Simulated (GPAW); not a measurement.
Crystal: Ag.

```xyz
2
Lattice="2.9300 0.0000 0.0000 -1.4650 2.5375 0.0000 0.0000 0.0000 4.7900" Properties=species:S:1:pos:R:3 pbc="T T T"
Ag    1.4650    0.8458    3.5925
Ag    0.0000    1.6916    1.1975
```

This isn't the form of Ag at room conditions, which is fcc.

```yaml
Program: GPAW 26.7.0
Task: relaxation of cell and atoms
Functional: PBEsol
Dispersion: D3(BJ)
Potentials_or_basis: PAW data sets generated in the run's folder for this functional
Cutoff: 600 eV
Basis: pw
k_mesh: 8 × 8 × 4
Occupations: fermi-dirac, width 0.05 eV
Spin: no spin polarisation
```

At the start: pressure -10.8 GPa; volume 17.81 Å³/atom.

Problem. How do energy, volume and symmetry change on relaxing?

Solution. Over 9 steps the energy falls by 67.5 meV/atom and the volume is 16.02 Å³/atom (-10.0 %); space group P6_3/mmc (No. 194, to 0.05 Å).

The path:
| step | energy change (eV) | largest force (eV/Å) | pressure (GPa) | volume (Å³) |
| --- | --- | --- | --- | --- |
| 1 | 0.0000 | 0.0000 | -10.75 | 35.61 |
| 2 | -0.0551 | 0.0000 | -8.74 | 34.71 |
| 3 | -0.1294 | 0.0000 | 2.61 | 31.47 |
| 4 | -0.1340 | 0.0000 | -0.32 | 32.13 |
| 5 | -0.1341 | 0.0000 | 0.00 | 32.05 |
| 6 | -0.1342 | 0.0000 | 0.16 | 32.02 |
| 7 | -0.1344 | 0.0000 | 0.31 | 31.98 |
| 8 | -0.1347 | 0.0000 | 0.24 | 32.00 |
| 9 | -0.1349 | 0.0000 | 0.07 | 32.04 |

Final structure:
```
Ag
1.0
     2.84674    0.00000    0.00000
    -1.42337    2.46535    0.00000
     0.00000    0.00000    4.56491
Ag
2
Cartesian
  1.4234 0.8218 3.4237
  0.0000 1.6436 1.1412
```

Caveat: later steps reuse the first step's grids; pairwise dispersion overbinds metals, which lowers pressure and volume.
